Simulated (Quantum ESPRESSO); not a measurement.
Input of a Quantum ESPRESSO 7.5 run:

pw.in

```
&CONTROL
  calculation = 'scf'
  prefix = 'pwscf'
  outdir = './tmp'
  pseudo_dir = './pseudo'
  tprnfor = .true.
  tstress = .true.
  disk_io = 'nowf'
/
&SYSTEM
  ibrav = 0
  nat = 6
  ntyp = 4
  ecutwfc = 70
  nbnd = 39
  occupations = 'smearing'
  smearing = 'gaussian'
  degauss = 0.00367493
  nspin = 2
  starting_magnetization(1) = 0.1429
  starting_magnetization(2) = 0
  starting_magnetization(3) = -0.1429
  starting_magnetization(4) = -0
/
&ELECTRONS
  conv_thr = 2.4d-07
  electron_maxstep = 100
  mixing_beta = 0.7
  mixing_ndim = 20
/
ATOMIC_SPECIES
Mo1   95.9500 42_Mo_14_2.0_2.6_pbe_n_v1.0.upf
S1    32.0600 16_S_6_1.8_1.9_pbe_n_v1.0.upf
Mo2   95.9500 42_Mo_14_2.0_2.6_pbe_n_v1.0.upf
S2    32.0600 16_S_6_1.8_1.9_pbe_n_v1.0.upf
CELL_PARAMETERS angstrom
   0.0000000000   -1.8261587800  -12.2466564200
  -3.1629997800    0.0000000000    0.0000000000
   0.0000000000    1.8261587800   -6.1233282100
ATOMIC_POSITIONS crystal
Mo1    0.0000000000    0.0000000000    0.0000000000
S1     0.2516000000    0.0000000000    0.2516000000
S1     0.4151000000    0.0000000000    0.4151000000
Mo2    0.5000000000    0.5000000000    0.0000000000
S2     0.7516000000    0.5000000000    0.2516000000
S2     0.9151000000    0.5000000000    0.4151000000
K_POINTS automatic
2 3 4 0 0 0
HUBBARD {ortho-atomic}
U Mo1-4d 2.0
U Mo2-4d 2.0
```

Potentials or basis: SPMS 1.0 PBE.

The run is started by

```bash
$ OMP_NUM_THREADS=1 mpirun -n 2 pw.x -in pw.in > pw.out
```

Task: Estimate the absolute moment.

Result: 0.00 μB per cell.

Task: Estimate the net moment.

Result: 0.00 μB per cell.

Task: Predict the band gap on the k mesh.

Result: 0.63 eV.

Forces on the atoms (eV/Å):
```
Mo   0.000  0.134 -0.001
S    0.000 -0.078  1.283
S    0.000 -0.056 -1.282
Mo   0.000  0.133 -0.001
S    0.000 -0.078  1.283
S    0.000 -0.056 -1.282
```

Caveat: the k mesh is coarse (spacing up to 0.66 Å⁻¹), so the values aren't converged; an odd mesh through Γ misses points on the zone boundary, where band edges often lie; forces of over 1 eV/Å show positions far from the minimum, so gaps and moduli don't describe the material at rest.
